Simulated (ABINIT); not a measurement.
Runs of ABINIT 10.8.3 (patched build) on Sn. Symmetry: I4_1/amd, No. 141, tetragonal system. Conventional cell: a = 5.880 Å, b = 5.880 Å, c = 3.199 Å, α = 90.00°, β = 90.00°, γ = 90.00°. Sn (site symmetry -4m2) has 6 Sn at 3.05 to 3.20 Å as nearest neighbours. 

| task | level | potentials or basis | k mesh | cutoff (eV) | smearing | stop of the response cycle (tolvrs) | acoustic sum rule (asr) | bands in the sums | broadening (eV) | scissor shift (eV) | gap on the mesh (eV) | pressure (GPa) |
| --- | --- | --- | --- | --- | --- | --- | --- | --- | --- | --- | --- | --- |
| phonons | LDA | PseudoDojo NC SR LDA v0.4.1 standard | 12 × 12 × 12 | 952 | cold (ABINIT) 0.1 eV | 1e-09 | 1 | - | - | - | none | -3.0 |
| single point | LDA | PseudoDojo NC SR LDA v0.4.1 standard | 7 × 7 × 7 | 952 | fermi-dirac 0.05 eV | - | - | - | - | - | none | (a) |
| single point | PBEsol | PseudoDojo NC SR PBEsol v0.4.1 standard | 7 × 7 × 7 | 871 | fermi-dirac 0.05 eV | - | - | - | - | - | none | -2.8 |
| optical spectrum | PBEsol | PseudoDojo NC SR PBEsol v0.4.1 standard | 16 × 16 × 16 | 871 | fermi-dirac 0.136 eV | - | - | 22 | 0.15 | 0 | none | -2.6 |

Alike in all rows: no spin polarisation; cell as given.

Question: Estimate the missing entries.

Answer: (a) -3.1.

Caveats: the intraband (Drude) term is left out (some runs); spectra need much finer meshes, so this one isn't converged (some runs); independent-particle spectra lack excitons (some runs).

A k mesh can miss the band edges, and the runs leave out spin-orbit coupling on Sn.

A gap of «none» marks a metal or a gap under the smearing width.

Runs at the PBE level aren't shown here.
